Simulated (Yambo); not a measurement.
Something may be wrong with this Yambo 5.3.0 calculation of InP.

The input g0w06.in:

```
gw0
dyson
el_el_corr
rim_cut
HF_and_locXC
ppa
em1d
RandQpts= 1000000
RandGvec= 50 RL
EXXRLvcs= 70 Ry
VXCRLvcs= 70 Ry
Chimod= "HARTREE"
% BndsRnXp
 1 | 29 |
%
NGsBlkXp= 1 RL
% LongDrXp
 1 | 1 | 1 |
%
PPAPntXp= 27.21138 eV
% GbndRnge
 1 | 29 |
%
GTermKind= "none"
DysSolver= "n"
ExtendOut
% QPkrange
 1 | 1 | 9 | 10 |
%
```

Contents of scf.in:

```
&CONTROL
  calculation = 'scf'
  prefix = 'pwscf'
  outdir = './tmp'
  pseudo_dir = './pseudo'
/
&SYSTEM
  ibrav = 0
  nat = 2
  ntyp = 2
  ecutwfc = 70
  nbnd = 15
  occupations = 'smearing'
  smearing = 'fd'
  degauss = 0.00367493
  force_symmorphic = .true.
/
&ELECTRONS
  conv_thr = 4d-10
  electron_maxstep = 120
  mixing_beta = 0.5
/
ATOMIC_SPECIES
In   114.8180 In.upf
P     30.9738 P.upf
CELL_PARAMETERS angstrom
   0.0000000000    2.9305000000    2.9305000000
   2.9305000000    0.0000000000    2.9305000000
   2.9305000000    2.9305000000    0.0000000000
ATOMIC_POSITIONS angstrom
In     0.0000000000    0.0000000000    0.0000000000
P      4.3957500000    4.3957500000    4.3957500000
K_POINTS automatic
8 8 8 0 0 0
```

File nscf.in:

```
&CONTROL
  calculation = 'nscf'
  prefix = 'pwscf'
  outdir = './tmp'
  pseudo_dir = './pseudo'
/
&SYSTEM
  ibrav = 0
  nat = 2
  ntyp = 2
  ecutwfc = 70
  nbnd = 129
  occupations = 'fixed'
  force_symmorphic = .true.
/
&ELECTRONS
  conv_thr = 1d-08
  diago_full_acc = .true.
  diago_thr_init = 1d-06
/
ATOMIC_SPECIES
In   114.8180 In.upf
P     30.9738 P.upf
CELL_PARAMETERS angstrom
   0.0000000000    2.9305000000    2.9305000000
   2.9305000000    0.0000000000    2.9305000000
   2.9305000000    2.9305000000    0.0000000000
ATOMIC_POSITIONS angstrom
In     0.0000000000    0.0000000000    0.0000000000
P      4.3957500000    4.3957500000    4.3957500000
K_POINTS automatic
4 4 4 0 0 0
```

Potentials or basis: PseudoDojo 0.4.1 SR LDA standard.

The run is started by

```bash
$ OMP_NUM_THREADS=1 pw.x -in scf.in > scf.out
$ OMP_NUM_THREADS=1 pw.x -in nscf.in > nscf.out
$ cd tmp/pwscf.save; p2y; mv SAVE ../..; cd ../..
$ OMP_NUM_THREADS=1 yambo
$ mkdir -p g0w06; ln -s $PWD/g0w00/ndb.RIM g0w06/
$ OMP_NUM_THREADS=1 yambo -F g0w06.in -J g0w06 -C g0w06_out
```

Yambo's report:

```text
[... sections 02.01 to 02.04 as in the set-up run ...]

  [02.05] Energies & Occupations
  ==============================

  [X] === General ===
  [X] Electronic Temperature                        :  0.000000  0.000000 [eV K]
  [X] Bosonic    Temperature                        :  0.000000  0.000000 [eV K]
  [X] Finite Temperature mode                       : no
  [X] El. density                                   :  0.35762E+24 [cm-3]
  [X] Fermi Level                                   :  6.882891 [eV]

[... 4 lines left out ...]
  [X] Empty Bands                                   :   10  129
[... 7 lines left out ...]
[... 192 lines left out ...]
   Bosonic    Temperature                           :  0.000000 [K]
   Green`s function   energies                      : Slater exchange(X)+Perdew & Wang(C)
   wavefunctions                                    : Slater exchange(X)+Perdew & Wang(C)
   PPA    diel. fun.  energies                      : Slater exchange(X)+Perdew & Wang(C)
   wavefunctions                                    : Slater exchange(X)+Perdew & Wang(C)
   QP tot states                                    :  2
   GW solver                                        : Newton
   GW approximation                                 : PPA
   PPA imaginary Energy                             :  27.21138 ev
   RIM G`s                                          :   51
   RIM random pts                                   :  1000000
   dS/dw steps                                      :  2
   dS/dw step                                       :  0.100000 ev
   X G`s                                            :  1 used
   X G`s                                            :  1 disk
   X bands                                          :   1  29
   X poles                                          :  100.0000 o/o
   X e/h E range                                    : -1.000000 -1.000000 ev
   X Hxc Kernel                                     : HARTREE
   X BZ energy Double Grid                          : no
   X Optical Averaged directions                    : none
   Sc/G bands                                       :   1  29
   Sc/G damping                                     :  0.100000 ev
   Sc bands terminator                              : no
   Sx RL components                                 :   3479

   QP @ state[ 1 ] K range                          :  1  1
   QP @ state[ 1 ] b range                          :   9  10
   GF energies kind                                 : Slater exchange(X)+Perdew & Wang(C)
   GF WF`s kind                                     : Slater exchange(X)+Perdew & Wang(C)
   Xs energies kind                                 : Slater exchange(X)+Perdew & Wang(C)
   Xs WF`s kind                                     : Slater exchange(X)+Perdew & Wang(C)
```

Question: What happened, and what is wrong with the input?

Answer: The run ended normally. The input holds a flaw that was put in on purpose: screening kept to one reciprocal lattice vector. The program doesn't stop on it, so the numbers can't be trusted though the run ends normally.
